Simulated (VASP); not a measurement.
# Li3HSe (Pm-3m) in VASP: a series of runs, part 2 of 2

VASP 6.6.1. Earlier steps stand in the parts before.

### 3 Relaxation of cell and atoms, PBE+D3(BJ)

This run uses another cell than the first one, of 11.17 Å³/atom, 0.890 times its volume.

INCAR reads:

```
PREC = Accurate ; ENCUT = 600
EDIFF = 1E-7 ; ISMEAR = 0
SIGMA = 0.03 ; LREAL = F
LASPH = T ; NELM = 80
ALGO = Normal ; ISIF = 3
LWAVE = F ; LCHARG = F
GGA = PE ; IVDW = 12
IBRION = 2 ; NSW = 90
EDIFFG = -0.005
```

KPOINTS reads:

```
regular mesh
0
Gamma
  8 8 8
```

POSCAR reads:

```
Li3HSe                                  
1.0
    3.8229218184     -0.0000000000     -0.0000000000
    0.0000000000      3.8229218184     -0.0000000000
   -0.0000000000      0.0000000000      3.8229218184
  Li              H               Se            
     3     1     1
Direct
     0.0000000000000000    0.5000000000000000    0.5000000000000000
     0.5000000000000000    0.0000000000000000    0.5000000000000000
     0.5000000000000000    0.5000000000000000    0.0000000000000000
     0.5000000000000000    0.5000000000000000    0.5000000000000000
     0.0000000000000000    0.0000000000000000    0.0000000000000000
```

Potentials or basis: VASP PAW PBE potentials, release 64 (Li_sv, H, Se).

Launch:

```
cat potpaw_PBE.64/Li_sv/POTCAR potpaw_PBE.64/H/POTCAR potpaw_PBE.64/Se/POTCAR > POTCAR
mpirun -np 1 vasp_std > vasp.out
```

OUTCAR:

```text
PREC = Accurate
   ENCUT = 600
   EDIFF = 1E-7
   ISMEAR = 0
   LREAL = F
   LASPH = T
   NELM = 80
   ISIF = 3
   GGA = PE
   IVDW = 12
   IBRION = 2
   NSW = 90
   EDIFFG = -0.005
 IVDW          = 12

 ion  position               nearest neighbor table
   1  0.000  0.500  0.500-
   2  0.500  0.000  0.500-
   3  0.500  0.500  0.000-
   4  0.500  0.500  0.500-
   5  0.000  0.000  0.000-

  LATTYP: Found a simple cubic cell.
 ALAT       =     3.8229218184

  Lattice vectors:

 A1 = (   3.8229218184,   0.0000000000,   0.0000000000)
 A2 = (   0.0000000000,   3.8229218184,   0.0000000000)
 A3 = (   0.0000000000,   0.0000000000,   3.8229218184)

Analysis of symmetry for initial positions (statically):
=====================================================================
 Subroutine PRICEL returns:
 Original cell was already a primitive cell.

 Routine SETGRP: Setting up the symmetry group for a
 simple cubic supercell.

 Subroutine GETGRP returns: Found 48 space group operations
 (whereof 48 operations were pure point group operations)
 out of a pool of 48 trial point group operations.

The static configuration has the point symmetry O_h .

Analysis of symmetry for dynamics (positions and initial velocities):
=====================================================================
 Subroutine PRICEL returns:
 Original cell was already a primitive cell.

 Routine SETGRP: Setting up the symmetry group for a
 simple cubic supercell.

 Subroutine GETGRP returns: Found 48 space group operations
 (whereof 48 operations were pure point group operations)
 out of a pool of 48 trial point group operations.

The dynamic configuration has the point symmetry O_h .

 Subroutine INISYM returns: Found 48 space group operations
 (whereof 48 operations are pure point group operations),
 and found     1 'primitive' translations

----------------------------------------------------------------------------------------

                                     Primitive cell

  volume of cell :      55.8710

  direct lattice vectors                    reciprocal lattice vectors
     3.822921818  0.000000000  0.000000000     0.261580029  0.000000000  0.000000000
     0.000000000  3.822921818  0.000000000     0.000000000  0.261580029  0.000000000
     0.000000000  0.000000000  3.822921818     0.000000000  0.000000000  0.261580029

  length of vectors
     3.822921818  3.822921818  3.822921818     0.261580029  0.261580029  0.261580029

  position of ions in fractional coordinates (direct lattice)
     0.000000000  0.500000000  0.500000000
     0.500000000  0.000000000  0.500000000
     0.500000000  0.500000000  0.000000000
     0.500000000  0.500000000  0.500000000
     0.000000000  0.000000000  0.000000000

  ion indices of the primitive-cell ions
   primitive index   ion index
                 1           1
[... 127 lines left out ...]
  energy without entropy =      -17.05497568  energy(sigma->0) =      -17.05497568

------------------------ aborting loop because EDIFF is reached ----------------------------------------

 Edisp (eV)   -1.40773

 E8    (eV) :    -0.5638

  FORCE on cell =-STRESS in cart. coord.  units (eV):
  Direction    XX          YY          ZZ          XY          YZ          ZX
  --------------------------------------------------------------------------------------
  -------------------------------------------------------------------------------------
  Total       0.03168     0.03168     0.03168    -0.00000     0.00000    -0.00000
  in kB       0.90833     0.90833     0.90833    -0.00000     0.00000    -0.00000
  external pressure =        0.91 kB  Pullay stress =        0.00 kB

 VOLUME and BASIS-vectors are now :
 -----------------------------------------------------------------------------
  energy-cutoff  :      600.00
  volume of cell :       55.87
      direct lattice vectors                 reciprocal lattice vectors
     3.822921818  0.000000000  0.000000000     0.261580029  0.000000000  0.000000000
     0.000000000  3.822921818  0.000000000     0.000000000  0.261580029  0.000000000
     0.000000000  0.000000000  3.822921818     0.000000000  0.000000000  0.261580029

 POSITION                                       TOTAL-FORCE (eV/Angst)
 -----------------------------------------------------------------------------------
      0.00000      1.91146      1.91146         0.000000      0.000000      0.000000
      1.91146      0.00000      1.91146         0.000000      0.000000      0.000000
      1.91146      1.91146      0.00000         0.000000      0.000000      0.000000
      1.91146      1.91146      1.91146         0.000000      0.000000      0.000000
      0.00000      0.00000      0.00000         0.000000      0.000000      0.000000
 -----------------------------------------------------------------------------------
    total drift:                                0.000000     -0.000000     -0.000000

  FREE ENERGIE OF THE ION-ELECTRON SYSTEM (eV)
  ---------------------------------------------------
  free  energy   TOTEN  =       -18.4627043607 eV

  energy  without entropy=      -18.4627043607  energy(sigma->0) =      -18.46270436

--------------------------------------- Ionic step        2  -------------------------------------------

 number of electron      15.9999964 magnetization

 Free energy of the ion-electron system (eV)
  ---------------------------------------------------
  ext. energy  EPLUGINS =         0.00000000
  ---------------------------------------------------
  free energy    TOTEN  =       -17.05634350 eV

  energy without entropy =      -17.05634350  energy(sigma->0) =      -17.05634350

 E-fermi :   2.9587     XC(G=0):  -9.3341

 val. band max:        2.7410964422   @ k =   0.5000   0.5000   0.0000
 cond. band min:       6.5652201995   @ k =   0.5000   0.0000   0.0000
 fundamental gap:      3.8241237573
 Fermi energy:         2.9587128117

 k-point     1 :       0.0000    0.0000    0.0000
  band No.  band energies     occupation
      1     -42.3768      2.00000
      2     -42.3034      2.00000
      3     -42.3034      2.00000
      4      -9.4414      2.00000
      5      -0.1123      2.00000
      6       1.3263      2.00000
      7       1.3263      2.00000
      8       1.3263      2.00000
      9       8.5534      0.00000
     10       8.5534      0.00000
     11       9.9805      0.00000
     12       9.9805      0.00000
[... 331 lines left out ...]
 k-point    24 :       0.5000    0.3750    0.1250
  band No.  band energies     occupation
      1     -42.3354      2.00000
      2     -42.3267      2.00000
      3     -42.3182      2.00000
      4      -8.7519      2.00000
      5      -1.4284      2.00000
      6      -0.2797      2.00000
      7      -0.0426      2.00000
      8       1.9369      2.00000
      9       7.9654      0.00000
     10       8.1919      0.00000
     11       9.2192      0.00000
     12       9.8977      0.00000

 [... further k-points ...]

------------------------ aborting loop because EDIFF is reached ----------------------------------------

 Edisp (eV)   -1.40638

 E8    (eV) :    -0.5633

  FORCE on cell =-STRESS in cart. coord.  units (eV):
  Direction    XX          YY          ZZ          XY          YZ          ZX
  --------------------------------------------------------------------------------------
  -------------------------------------------------------------------------------------
  Total       0.01517     0.01517     0.01517    -0.00000    -0.00000    -0.00000
  in kB       0.43468     0.43468     0.43468    -0.00000    -0.00000    -0.00000
  external pressure =        0.43 kB  Pullay stress =        0.00 kB

 VOLUME and BASIS-vectors are now :
 -----------------------------------------------------------------------------
  energy-cutoff  :      600.00
  volume of cell :       55.92
      direct lattice vectors                 reciprocal lattice vectors
     3.824090177  0.000000000 -0.000000000     0.261500109  0.000000000  0.000000000
    -0.000000000  3.824090177  0.000000000    -0.000000000  0.261500109 -0.000000000
    -0.000000000  0.000000000  3.824090177     0.000000000  0.000000000  0.261500109

 POSITION                                       TOTAL-FORCE (eV/Angst)
 -----------------------------------------------------------------------------------
     -0.00000      1.91205      1.91205         0.000000      0.000000      0.000000
      1.91205      0.00000      1.91205        -0.000000      0.000000      0.000000
      1.91205      1.91205     -0.00000        -0.000000      0.000000      0.000000
      1.91205      1.91205      1.91205        -0.000000      0.000000      0.000000
      0.00000      0.00000      0.00000        -0.000000      0.000000      0.000000
 -----------------------------------------------------------------------------------
    total drift:                                0.000000     -0.000000     -0.000000

  FREE ENERGIE OF THE ION-ELECTRON SYSTEM (eV)
  ---------------------------------------------------
  free  energy   TOTEN  =       -18.4627263687 eV

  energy  without entropy=      -18.4627263687  energy(sigma->0) =      -18.46272637

 reached required accuracy - stopping structural energy minimisation
```

Wall time 16 s (1 thread of Intel Xeon 6975P-C (Granite Rapids), shared host); peak memory 0.2 GiB.

Results:

- Free energy: -18.4627 eV
- Relaxed volume: 11.18 Å³/atom
- Relaxed cell: a = 3.824 Å, b = 3.824 Å, c = 3.824 Å, α = 90.00°, β = 90.00°, γ = 90.00°
- Space group after relaxing (to 0.05 Å): Pm-3m (No. 221)
- Energy gained by relaxing: 0.0 meV/atom
- Ionic steps: 2
- Pressure after relaxing: 0.0 GPa
- Band gap on the k mesh: 3.82 eV, indirect (least direct gap 4.43 eV)
- Dispersion energy per atom: -0.281 eV

Final structure:
```
Li H Se
1.0
     3.82409    0.00000    0.00000
     0.00000    3.82409    0.00000
     0.00000    0.00000    3.82409
Li H Se
3 1 1
Direct
  0.00000 0.50000 0.50000
  0.50000 0.00000 0.50000
  0.50000 0.50000 0.00000
  0.50000 0.50000 0.50000
  0.00000 0.00000 0.00000
```

Levels at points of the mesh, in eV from the valence-band top:
| k point | band 6 | band 7 | band 8 | band 9 | band 10 | band 11 |
| --- | --- | --- | --- | --- | --- | --- |
| (0.00, 0.00, 0.00) | -1.41 | -1.41 | -1.41 | 5.81 | 5.81 | 7.24 |
| (0.50, 0.00, 0.00) | -0.66 | -0.61 | -0.61 | 3.82 | 4.43 | 4.43 |
| (0.50, 0.50, 0.00) | -3.34 | -3.34 | 0.00 | 4.46 | 6.75 | 6.75 |
| (0.50, 0.50, 0.50) | -3.15 | -3.15 | -3.15 | 4.33 | 4.33 | 4.33 |

Caveat: the cutoff is under 1.25 times the usual one of these potentials, so pressure, stress and relaxed cells hold a basis-set (Pulay) error. A k mesh can miss the band edges.
